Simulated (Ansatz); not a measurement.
# MoS2: stress in a strained cell

MoS2 is deformed so: equal xx and yy strain of -1 %. What stress and forces result, by LAPW, PAW and all-electron datasets made for the crystal?

Program: Ansatz 0.2.0. Level of theory: DFT PBE, scalar-relativistic. These are calculated values, not measurements.

## (1) The structure to begin with

It takes space group P6_3/mmc (No. 194, hexagonal). The conventional cell has a = 3.161 Å, b = 3.161 Å, c = 12.295 Å, α = 90.00°, β = 90.00°, γ = 120.00°. Mo (site symmetry -6m2) is surrounded by 6 S at 2.37 Å. S (site symmetry 3m) has 3 Mo at 2.37 Å as nearest neighbours.

Structure file:

```
CELL_PARAMETERS angstrom
3.16100 0.00000 0.00000
-1.58050 2.73751 0.00000
0.00000 0.00000 12.29500
ATOMIC_POSITIONS crystal
Mo 0.33333 0.66667 0.25000
Mo 0.66667 0.33333 0.75000
S 0.33333 0.66667 0.62750
S 0.66667 0.33333 0.12750
S 0.33333 0.66667 0.87250
S 0.66667 0.33333 0.37250
```

Atoms are numbered in the order of the input: Mo1, Mo2, S3, S4, S5, S6.

## (2) The deformed structure

Space group P6_3/mmc before, P6_3/mmc after.

## (3) All-electron LAPW

Input file input.yaml:

```yaml
crystal:
  lattice:
    - [3.1293915856, 0.0, 0.0]
    - [-1.5646957928, 2.7101326115, 0.0]
    - [0.0, 0.0, 12.295]
  atoms:
    - { symbol: Mo, position: [0.3333333333, 0.6666666667, 0.25] }
    - { symbol: Mo, position: [0.6666666667, 0.3333333333, 0.75] }
    - { symbol: S, position: [0.3333333333, 0.6666666667, 0.6275] }
    - { symbol: S, position: [0.6666666667, 0.3333333333, 0.1275] }
    - { symbol: S, position: [0.3333333333, 0.6666666667, 0.8725] }
    - { symbol: S, position: [0.6666666667, 0.3333333333, 0.3725] }
kpoints:
  mp_grid: { grid: [10, 10, 3] }
  band_path:
    path:
      - [0.0, 0.0, 0.0]
      - [0.5, 0.0, 0.0]
      - [0.3333333333, 0.3333333333, 0.0]
      - [0.0, 0.0, 0.0]
      - [0.0, 0.0, 0.5]
      - [0.5, 0.0, 0.5]
      - [0.3333333333, 0.3333333333, 0.5]
      - [0.0, 0.0, 0.5]
      - [0.5, 0.0, 0.5]
    npoints: 5
scf:
  occupations: { method: fermi_dirac, width: 0.03 }
hamiltonian:
  xc: pbe
  pseudopotentials: { kind: all_electron, lapw: { basis_error: 0.001 } }
output:
  forces: true
  stress: true
  eigenvalues: true
```

The run is started by

```sh
$ ansatz run input.yaml --threads 2 --pin off --max-ram 6144MiB --backend cpu --events-out ev --progress --plain --runs-dir out
```

## (4) PAW with frozen cores

input.yaml, as its differences from that of step 3:

```diff
@@ -14,14 +14,2 @@
   mp_grid: { grid: [10, 10, 3] }
-  band_path:
-    path:
-      - [0.0, 0.0, 0.0]
-      - [0.5, 0.0, 0.0]
-      - [0.3333333333, 0.3333333333, 0.0]
-      - [0.0, 0.0, 0.0]
-      - [0.0, 0.0, 0.5]
-      - [0.5, 0.0, 0.5]
-      - [0.3333333333, 0.3333333333, 0.5]
-      - [0.0, 0.0, 0.5]
-      - [0.5, 0.0, 0.5]
-    npoints: 5
 scf:
@@ -30,3 +18,3 @@
   xc: pbe
-  pseudopotentials: { kind: all_electron, lapw: { basis_error: 0.001 } }
+  pseudopotentials: { kind: paw }
 output:
@@ -35 +23,6 @@
   eigenvalues: true
+  efg: { contact_densities: true }
+  write_density: true
+  write_potential: true
+  elf: true
+  volumetric_format: npy
```

## (5) Datasets made for this crystal

input.yaml, as its differences from that of step 4:

```diff
@@ -18,3 +18,3 @@
   xc: pbe
-  pseudopotentials: { kind: paw }
+  pseudopotentials: { kind: all_electron, datasets: crystal }
 output:
@@ -24,5 +24 @@
   efg: { contact_densities: true }
-  write_density: true
-  write_potential: true
-  elf: true
-  volumetric_format: npy
```

(Steps that only read results are left out.)

**Question.** What will these runs give? Wanted: pressure; largest shear or deviatoric stress.

**Answer**, as computed:

| quantity | value |
| --- | --- |
| pressure | LAPW 12.47, PAW 12.45, crystal datasets 12.47 GPa |
| largest shear or deviatoric stress (LAPW) | 3.55 GPa |

What this shows: The largest part of the stress beyond the pressure is 3.55 GPa in size, in the zz component; the atoms are carried along and not relaxed. No run of the undeformed cell stands beside it, so the pressure holds what the given cell had before the change. PAW: stress within 0.02 GPa of LAPW, forces within 1 meV/Å. Crystal datasets: stress within 0.01 GPa of LAPW, forces within 1 meV/Å.
